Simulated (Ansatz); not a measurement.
Runs of Ansatz 0.2.0 on GaN. It takes space group F-43m (No. 216, cubic). Conventional cell: a = 4.507 Å, b = 4.507 Å, c = 4.507 Å, α = 90.00°, β = 90.00°, γ = 90.00°. Around Ga (site symmetry -43m) lie 4 N at 1.95 Å. N (site symmetry -43m) is surrounded by 4 Ga at 1.95 Å. The cell is a database's computed one.

```tsv
task	level	potentials or basis	spin	cell	cutoff (eV)	smearing	points for each segment of the path	gap on the mesh (eV)	pressure (GPa)	V0 of scaled cells (Å³/atom)	relaxed volume (Å³/atom)	B0 (GPa)
equation of state	PBE	SPMS NC	off	as given	1034	fermi-dirac 0.05 eV	-	-	-	11.80	-	172
relaxation of cell and atoms	BPBE	Ansatz PAW	off	relaxed	420	fermi-dirac 0.05 eV	-	1.55	0.0	-	11.74	-
relaxation of cell and atoms	BLYP+D3(BJ)	Ansatz PAW	off	relaxed	420	fermi-dirac 0.05 eV	-	1.73	0.0	-	11.60	-
Born charges and dielectric tensor	PBEsol	Ansatz PAW	off	as given	420	fixed	-	(c)	-	-	-	-
band structure	PBE	JTH PAW	off	as given	3600	fermi-dirac 0.05 eV	14	(a)	5.6	-	-	-
relaxation of cell and atoms	r2SCAN+D4	Ansatz PAW	off	relaxed	500	fermi-dirac 0.05 eV	-	2.24	0.0	-	11.26	-
equation of state	LDA	Ansatz PAW	SOC, no magnetisation	as given	420	fermi-dirac 0.05 eV	-	-	-	11.05	-	(b)
equation of state	PBEsol	Ansatz PAW	off	as given	420	fermi-dirac 0.05 eV	-	-	-	11.38	-	188
```

Alike in all rows: k mesh 10 × 10 × 10.

Question: Fill in the values left out.

Answer: (a) 1.71; (b) 203; (c) 1.66.

Caveats: the PAW data sets come from PBE, with cores solved anew for the run's functional, which leaves a small shift of forces and pressure (some runs); the plane-wave basis is chosen anew once the cell has moved, so the energies of steps on either side of that aren't comparable (some runs).

A k mesh can miss the band edges, and rows without SOC leave out spin-orbit coupling on Ga.
